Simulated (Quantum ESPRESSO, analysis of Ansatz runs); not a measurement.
**A hop of O in Al2O3 (R-3c), charge +2 (Quantum ESPRESSO)**

How high is the barrier when O changes place in Al2O3 (R-3c)? The case: V_O hop (2.5 Å), charge +2, in a cell of 80 host atoms with 1 O taken out.

Method: Quantum ESPRESSO plane-wave DFT, PBEsol, GBRV 1.5 PBEsol potentials; nudged elastic band between two relaxed defect structures at fixed charge in a uniform background, in Quantum ESPRESSO 7.5.

### Step 1. The starting structure

The cell holds 79 atoms: 32 Al and 47 O. Cell: a = 10.279 Å, b = 10.279 Å, c = 10.279 Å, α = 55.4°, β = 55.4°, γ = 55.4°. It derives from Al2O3 (space group R-3c). Nearest the centre at fractional (0.701, 0.125, 0.548): O79 at 1.29 Å, Al52 at 1.54 Å, Al53 at 1.54 Å, O16 at 2.19 Å, Al41 at 2.28 Å, Al61 at 2.29 Å, O57 at 2.33 Å, O45 at 2.34 Å. The cell carries charge +2.

The cell's shortest repeat is 9.6 Å.

### Step 2. Relaxation of the start point, charge +2

The ends come first: from an unrelaxed start the top is counted from too high an energy, and the barrier comes out too low. Small random displacements break the symmetry of the ideal sites, so that the defect can distort if it gains by it. The charge of +2 is set by the electron count, and a uniform background keeps the cell neutral.

pw.in

```
&CONTROL
  calculation = 'relax'
  prefix = 'pwscf'
  outdir = './tmp'
  pseudo_dir = './pseudo'
  tprnfor = .true.
  disk_io = 'low'
  nstep = 70
  forc_conv_thr = 0.0012
  etot_conv_thr = 0.0001
/
&SYSTEM
  ibrav = 0
  nat = 79
  ntyp = 2
  ecutwfc = 36
  ecutrho = 288
  nbnd = 192
  occupations = 'fixed'
  tot_charge = 2
  nosym = .true.
/
&ELECTRONS
  conv_thr = 8d-08
  electron_maxstep = 100
  mixing_beta = 0.5
/
&IONS
  ion_dynamics = 'bfgs'
/
ATOMIC_SPECIES
Al    26.9815 al_pbesol_v1.uspp.F.UPF
O     15.9990 o_pbesol_v1.2.uspp.F.UPF
CELL_PARAMETERS angstrom
   4.7750098375    2.7568532680    8.6755442391
  -4.7750098375    2.7568532680    8.6755442391
   0.0000000000   -5.5137065361    8.6755442391
ATOMIC_POSITIONS crystal
Al     0.3239534185    0.3239534185    0.3239534185
Al     0.4226627848    0.4266359609    0.4264060291
Al     0.0739534185    0.0739534185    0.0739534185
Al     0.1760465815    0.1760465815    0.1760465815
O      0.2220739660    0.0279260340    0.3750000000
O      0.4720739660    0.1250000000    0.2779260340
O      0.0279260340    0.3750000000    0.2220739660
O      0.3750000000    0.2220739660    0.0279260340
O      0.1250000000    0.2779260340    0.4720739660
O      0.2779260340    0.4720739660    0.1250000000
Al     0.3203320582    0.3254508838    0.8242755939
Al     0.4260465815    0.4260465815    0.9260465815
Al     0.0747355458    0.0749282882    0.5702927278
Al     0.1760465815    0.1760465815    0.6760465815
O      0.2220739660    0.0279260340    0.8750000000
O      0.4702902879    0.1286961653    0.7762462229
O      0.0279260340    0.3750000000    0.7220739659
O      0.3727735121    0.2255007293    0.5282219740
O      0.1250000000    0.2779260340    0.9720739660
O      0.2802038546    0.4719197149    0.6215209397
Al     0.3239534185    0.8239534185    0.3239534185
Al     0.4260465815    0.9260465815    0.4260465815
Al     0.0739534185    0.5739534185    0.0739534185
Al     0.1760465815    0.6760465815    0.1760465815
O      0.2220739660    0.5279260341    0.3750000000
O      0.4720739660    0.6250000000    0.2779260340
O      0.0279260340    0.8750000000    0.2220739660
O      0.3750000000    0.7220739659    0.0279260340
O      0.1226547436    0.7766762478    0.4756337964
O      0.2779260340    0.9720739660    0.1250000000
Al     0.3239534185    0.8239534185    0.8239534185
Al     0.4293446551    0.9238501257    0.9266218107
Al     0.0739534185    0.5739534185    0.5739534185
Al     0.1760465815    0.6760465815    0.6760465815
O      0.2220739660    0.5279260341    0.8750000000
O      0.4720739660    0.6250000000    0.7779260341
O      0.0277694069    0.8763152664    0.7241413229
O      0.3750000000    0.7220739659    0.5279260341
O      0.1250000000    0.7779260341    0.9720739660
O      0.2779260340    0.9720739660    0.6250000000
Al     0.8224304252    0.3215096930    0.3272470855
Al     0.9260465815    0.4260465815    0.4260465815
Al     0.5739534185    0.0739534185    0.0739534185
Al     0.6773119948    0.1738576696    0.1789272451
O      0.7216023365    0.0270398875    0.3785341052
O      0.9748608338    0.1216207702    0.2778735905
O      0.5272462314    0.3749999358    0.2253247908
O      0.8750000000    0.2220739660    0.0279260340
O      0.7764327951    0.4726524568    0.1282042701
Al     0.8239534185    0.3239534185    0.8239534185
Al     0.9260465815    0.4260465815    0.9260465815
Al     0.5718693434    0.0717652666    0.5760670294
Al     0.6743560042    0.1781226712    0.6781485233
O      0.7192683858    0.0283784744    0.8782543127
O      0.9720739660    0.1250000000    0.7779260341
O      0.5257708614    0.3748202801    0.7256731145
O      0.8739270188    0.2211957992    0.5264363285
O      0.6250000000    0.2779260340    0.9720739660
O      0.7779260341    0.4720739660    0.6250000000
Al     0.8239534185    0.8239534185    0.3239534185
Al     0.9243316097    0.9273384593    0.4288334452
Al     0.5739534185    0.5739534185    0.0739534185
Al     0.6760465815    0.6760465815    0.1760465815
O      0.7202749462    0.5281286690    0.3784525918
O      0.9720739660    0.6250000000    0.2779260340
O      0.5279260341    0.8750000000    0.2220739660
O      0.8750000000    0.7220739659    0.0279260340
O      0.6250000000    0.7779260341    0.4720739660
O      0.7779260341    0.9720739660    0.1250000000
Al     0.8216123915    0.8265866243    0.8220156187
Al     0.9260465815    0.9260465815    0.9260465815
Al     0.5739534185    0.5739534185    0.5739534185
Al     0.6760465815    0.6760465815    0.6760465815
O      0.7220739659    0.5279260341    0.8750000000
O      0.9720739660    0.6250000000    0.7779260341
O      0.5269101661    0.8719502741    0.7243275029
O      0.8716508925    0.7233743849    0.5304752688
O      0.6234621727    0.7817073774    0.9711008509
O      0.7797854049    0.9690646504    0.6273248287
K_POINTS gamma
```

Run with:

```console
$ OMP_NUM_THREADS=1 mpirun -n 4 pw.x -in pw.in > pw.out
```

The log of the run:

```text
[shortened: banners, details of potentials and solvers, and blank lines are left out]
     gamma-point specific algorithms are used
     one sub-group per band group will be used
     scalapack distributed-memory algorithm (size of sub-group:  2*  2 procs)
     bravais-lattice index     =            0
     lattice parameter (alat)  =      19.4252  a.u.
     unit-cell volume          =    4624.1563 (a.u.)^3
     number of atoms/cell      =           79
     number of atomic types    =            2
     number of electrons       =       376.00
     number of Kohn-Sham states=          192
     kinetic-energy cutoff     =      36.0000  Ry
     charge density cutoff     =     288.0000  Ry
     scf convergence threshold =      8.0E-08
     mixing beta               =       0.5000
     number of iterations used =            8  plain     mixing
     energy convergence thresh.=      1.0E-04
     force convergence thresh. =      1.2E-03
     Exchange-correlation= SLA  PW   PSX  PSC
                           (   1   4  10   8   0   0   0)
     nstep                     =           70
     crystal axes: (cart. coord. in units of alat)
               a(1) = (   0.464522   0.268192   0.843974 )
               a(2) = (  -0.464522   0.268192   0.843974 )
               a(3) = (   0.000000  -0.536384   0.843974 )
     PseudoPot. # 1 for Al read from file:
     al_pbesol_v1.uspp.F.UPF
     Pseudo is Ultrasoft + core correction, Zval =  3.0
[...]
PseudoPot. # 2 for O  read from file:
     o_pbesol_v1.2.uspp.F.UPF
     Pseudo is Ultrasoft + core correction, Zval =  6.0
[...]
atomic species   valence    mass     pseudopotential
     Al                3.00    26.98150     Al( 1.00)
     O                 6.00    15.99900     O ( 1.00)
     No symmetry found
     site n.     atom                  positions (alat units)
         1        Al     tau(   1) = (   0.0000000  -0.0000000   0.8202247  )
         2        Al     tau(   2) = (  -0.0018456  -0.0009422   1.0766616  )
         3        Al     tau(   3) = (  -0.0000000  -0.0000000   0.1872443  )
         4        Al     tau(   4) = (  -0.0000000  -0.0000000   0.4457362  )
         5        O      tau(   5) = (   0.0901860  -0.1340960   0.5274837  )
         6        O      tau(   6) = (   0.1612236   0.0110554   0.7384772  )
         7        O      tau(   7) = (  -0.1612236  -0.0110554   0.5274837  )
         8        O      tau(   8) = (   0.0710376   0.1451514   0.5274837  )
[...]
number of k points=     1
                       cart. coord. in units 2pi/alat
        k(    1) = (   0.0000000   0.0000000   0.0000000), wk =   2.0000000
     Dense  grid:   190929 G-vectors     FFT dimensions: ( 108, 108, 108)
     Smooth grid:    67502 G-vectors     FFT dimensions: (  75,  75,  75)
     starting charge     377.9246, renormalised to     376.0000
     Self-consistent Calculation
     iteration #  1     ecut=    36.00 Ry     beta= 0.50
     total energy              =   -1734.46169016 Ry
     estimated scf accuracy    <      17.91935035 Ry
     iteration #  2     ecut=    36.00 Ry     beta= 0.50
     total energy              =   -1739.16228128 Ry
     estimated scf accuracy    <       3.62203963 Ry
     iteration #  3     ecut=    36.00 Ry     beta= 0.50
     total energy              =   -1739.88815427 Ry
     estimated scf accuracy    <       0.94444491 Ry
[...]
[... 78 further cycles ...]
[...]
estimated scf accuracy    <       0.00000056 Ry
     iteration #  4     ecut=    36.00 Ry     beta= 0.50
     total energy              =   -1740.15365218 Ry
     estimated scf accuracy    <       0.00000008 Ry
     iteration #  5     ecut=    36.00 Ry     beta= 0.50
     total energy              =   -1740.15365218 Ry
     estimated scf accuracy    <          6.9E-09 Ry
     iteration #  6     ecut=    36.00 Ry     beta= 0.50
     End of self-consistent calculation
          k = 0.0000 0.0000 0.0000 (  8449 PWs)   bands (ev):
   -11.7202 -10.8394 -10.7650 -10.6815 -10.6475 -10.5686 -10.5614 -10.5538
   -10.5369 -10.4994 -10.4975 -10.4482  -9.9839  -9.8594  -9.8424  -9.7118
    -9.6882  -9.6181  -9.5617  -9.4613  -9.4471  -9.3871  -9.3695  -9.2304
    -9.1972  -9.1904  -9.1647  -9.1126  -9.1002  -9.0689  -9.0567  -9.0341
    -9.0287  -9.0165  -8.9625  -8.9451  -8.9283  -8.9097  -8.9006  -8.8808
    -8.8768  -8.8696  -8.7815  -8.7396  -8.6898  -8.6272  -8.6232   0.5035
     0.8344   0.8725   0.9295   0.9782   1.0271   1.0797   1.2117   1.2409
     1.3105   1.4744   1.5354   1.6458   1.7285   1.7983   1.8024   1.8518
[...]
highest occupied, lowest unoccupied level (ev):     7.3904   10.9768
!    total energy              =   -1740.15365219 Ry
     estimated scf accuracy    <          5.2E-10 Ry
     The total energy is the sum of the following terms:
     one-electron contribution =    -331.82543803 Ry
     hartree contribution      =     437.89276031 Ry
     xc contribution           =    -484.52734713 Ry
     ewald contribution        =   -1361.69362733 Ry
     convergence has been achieved in   6 iterations
     Forces acting on atoms (cartesian axes, Ry/au):
     atom    1 type  1   force =     0.00010453    0.00006073   -0.00001951
     atom    2 type  1   force =     0.00026128   -0.00003274    0.00007412
     atom    3 type  1   force =    -0.00063276   -0.00072729    0.00037055
     atom    4 type  1   force =     0.00002592   -0.00007856   -0.00026586
     atom    5 type  2   force =     0.00012776    0.00028219    0.00023723
     atom    6 type  2   force =     0.00052025    0.00065294   -0.00024573
     atom    7 type  2   force =    -0.00023746    0.00089231   -0.00022592
     atom    8 type  2   force =    -0.00006983    0.00029993   -0.00001318
[...]
Total force =     0.006076     Total SCF correction =     0.000044
     Energy error            =      9.6E-05 Ry
     Gradient error          =      1.3E-03 Ry/Bohr
     number of scf cycles    =  12
     number of bfgs steps    =  11
     energy             old  =   -1740.1535564139 Ry
     energy             new  =   -1740.1536521850 Ry
     CASE: energy            _new < energy            _old
     new trust radius        =       0.0049175558 bohr
     new conv_thr            =       0.0000000008 Ry
ATOMIC_POSITIONS (crystal)
Al               0.3211396949        0.3215847494        0.3216125134
Al               0.3955700666        0.4467370620        0.4185480028
Al               0.0738447421        0.0748146025        0.0730647493
Al               0.1864588136        0.1723558768        0.1711084539
O                0.2220765778        0.0282752822        0.3751611386
O                0.4714640513        0.1243124121        0.2803465957
O                0.0407713868        0.3729550802        0.2193618196
O                0.3812170364        0.2205178986        0.0230210935
[...]
Self-consistent Calculation
     iteration #  1     ecut=    36.00 Ry     beta= 0.50
     total energy              =   -1740.15370131 Ry
     estimated scf accuracy    <       0.00002710 Ry
     iteration #  2     ecut=    36.00 Ry     beta= 0.50
     total energy              =   -1740.15370281 Ry
     estimated scf accuracy    <       0.00000288 Ry
     iteration #  3     ecut=    36.00 Ry     beta= 0.50
     total energy              =   -1740.15370324 Ry
     estimated scf accuracy    <       0.00000028 Ry
     iteration #  4     ecut=    36.00 Ry     beta= 0.50
     total energy              =   -1740.15370328 Ry
     estimated scf accuracy    <       0.00000004 Ry
     iteration #  5     ecut=    36.00 Ry     beta= 0.50
     total energy              =   -1740.15370329 Ry
     estimated scf accuracy    <          3.4E-09 Ry
     iteration #  6     ecut=    36.00 Ry     beta= 0.50
     End of self-consistent calculation
          k = 0.0000 0.0000 0.0000 (  8449 PWs)   bands (ev):
   -11.7202 -10.8392 -10.7652 -10.6818 -10.6472 -10.5695 -10.5620 -10.5533
   -10.5381 -10.4989 -10.4969 -10.4502  -9.9828  -9.8597  -9.8433  -9.7133
    -9.6885  -9.6190  -9.5616  -9.4619  -9.4473  -9.3859  -9.3698  -9.2289
    -9.1995  -9.1918  -9.1644  -9.1131  -9.1008  -9.0696  -9.0563  -9.0324
    -9.0275  -9.0166  -8.9619  -8.9458  -8.9286  -8.9088  -8.9010  -8.8804
    -8.8761  -8.8690  -8.7823  -8.7394  -8.6882  -8.6266  -8.6224   0.5031
     0.8338   0.8724   0.9293   0.9784   1.0269   1.0802   1.2118   1.2414
     1.3104   1.4743   1.5346   1.6459   1.7285   1.7977   1.8027   1.8521
[...]
highest occupied, lowest unoccupied level (ev):     7.3909   10.9786
!    total energy              =   -1740.15370329 Ry
     estimated scf accuracy    <          2.3E-10 Ry
     The total energy is the sum of the following terms:
     one-electron contribution =    -331.81037693 Ry
     hartree contribution      =     437.88516392 Ry
     xc contribution           =    -484.52783437 Ry
     ewald contribution        =   -1361.70065592 Ry
     convergence has been achieved in   6 iterations
     Forces acting on atoms (cartesian axes, Ry/au):
     atom    1 type  1   force =    -0.00004096    0.00007372   -0.00030647
     atom    2 type  1   force =    -0.00003288    0.00014260    0.00000126
     atom    3 type  1   force =    -0.00050790   -0.00027424   -0.00000151
     atom    4 type  1   force =    -0.00000886    0.00018531    0.00000913
     atom    5 type  2   force =     0.00017546    0.00021795    0.00008681
     atom    6 type  2   force =     0.00026265    0.00048919   -0.00003786
     atom    7 type  2   force =     0.00004994    0.00017270   -0.00053056
     atom    8 type  2   force =     0.00005708    0.00024286   -0.00028328
[...]
Total force =     0.004555     Total SCF correction =     0.000033
     Energy error            =      5.1E-05 Ry
     Gradient error          =      8.1E-04 Ry/Bohr
     bfgs converged in  13 scf cycles and  12 bfgs steps
     (criteria: energy <  1.0E-04 Ry, force <  1.2E-03 Ry/Bohr)
     End of BFGS Geometry Optimization
     Final energy             =   -1740.1537032864 Ry
Begin final coordinates
ATOMIC_POSITIONS (crystal)
Al               0.3211396949        0.3215847494        0.3216125134
Al               0.3955700666        0.4467370620        0.4185480028
Al               0.0738447421        0.0748146025        0.0730647493
Al               0.1864588136        0.1723558768        0.1711084539
O                0.2220765778        0.0282752822        0.3751611386
O                0.4714640513        0.1243124121        0.2803465957
O                0.0407713868        0.3729550802        0.2193618196
O                0.3812170364        0.2205178986        0.0230210935
[...]
End final coordinates
   JOB DONE.
```

Run time: 4.5 min. Hardware: 4 MPI ranks of Arm Neoverse V1, shared host; peak memory 1.3 GiB.

Relaxation path:

```tsv
step	energy less that of the first step (eV)
0	0.0000
1	-2.0950
2	-2.6849
3	-2.8593
4	-2.9625
5	-2.9992
6	-3.0321
7	-3.0466
8	-3.0544
9	-3.0592
10	-3.0618
11	-3.0631
12	-3.0638
```

The atoms that moved most (Å):

```tsv
atom	dx	dy	dz	length
Al41	0.100	0.245	0.157	0.308
Al2	-0.225	0.024	-0.129	0.261
Al53	0.099	-0.104	0.103	0.177
Al52	0.053	-0.107	-0.104	0.158
O79	-0.119	0.060	0.006	0.134
O56	0.045	0.082	-0.079	0.122
O25	-0.080	-0.043	-0.068	0.113
O7	0.071	0.045	0.070	0.109
```

Neighbours of O79 at the end:

```tsv
atom	distance (Å)
Al61	1.877
Al53	1.934
Al70	1.963
Al52	1.975
O16	2.413
O45	2.548
O57	2.637
O54	2.675
```

This step gave:

```yaml
highest_filled_level: 7.391 eV
lowest_empty_level: 10.98 eV
r_m_s_move_of_the_farther_half_of_the_atoms: 0.03210 Å
largest_move_from_the_ideal_geometry_of_this_structure_a_common_shift_of_the_far_atoms_taken_out: 0.2902 Å
```

The relaxation gained 3.064 eV and ended with a largest force component of 0.021 eV/Å.

[end of part 1 of 3]

[Logs are printed without paths, hosts, clocks, repeated set-up lines and the standing remarks that a program may print on its own settings, such as how far it seeks lower states.]

[Hosts, paths, dates, database ids (printed as entryN), source tags and the programs' standing remarks are cut or masked in the printed files.]
